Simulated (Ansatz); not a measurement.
Runs of Ansatz 0.2.0 on KBr. The structure is cubic, space group Fm-3m (No. 225). Conventional cell: a = 6.600 Å, b = 6.600 Å, c = 6.600 Å, α = 90.00°, β = 90.00°, γ = 90.00°. Br (site symmetry m-3m) has 6 K at 3.30 Å as nearest neighbours. K (site symmetry m-3m) has 6 Br at 3.30 Å as nearest neighbours. 

| task | level | k mesh | smearing | atoms under strain | points for each segment of the path | q mesh | gap on the mesh (eV) | pressure (GPa) |
| --- | --- | --- | --- | --- | --- | --- | --- | --- |
| elastic constants | PBEsol | 5 × 5 × 5 | fixed | relaxed | - | - | 4.28 | -0.3 |
| band structure | PBE0 | 4 × 4 × 4 | fermi-dirac 0.05 eV | - | 4 | - | 6.32 | (a) |
| Born charges and dielectric tensor | PBEsol | 7 × 7 × 7 | fixed | - | - | - | 4.28 | - |
| phonons | PBEsol | 5 × 5 × 5 | fixed | - | 8 | 2 × 2 × 2 | 4.28 | - |

Alike in all rows: potentials or basis Ansatz PAW; no spin polarisation; cell as given; cutoff (eV) 420.

Question: Estimate the missing entries.

Answer: (a) 0.4.

Caveats: the PAW data sets come from PBE, with cores solved anew for the run's functional, which leaves a small shift of forces and pressure; odd divisions of the mesh miss points on the zone boundary, where band edges often lie, so the gap on the mesh can be too wide (some runs); the thresholds are loose for stress (some runs).

A k mesh can miss the band edges, and the runs leave out spin-orbit coupling on Br.

Runs at the PBE level aren't shown here.
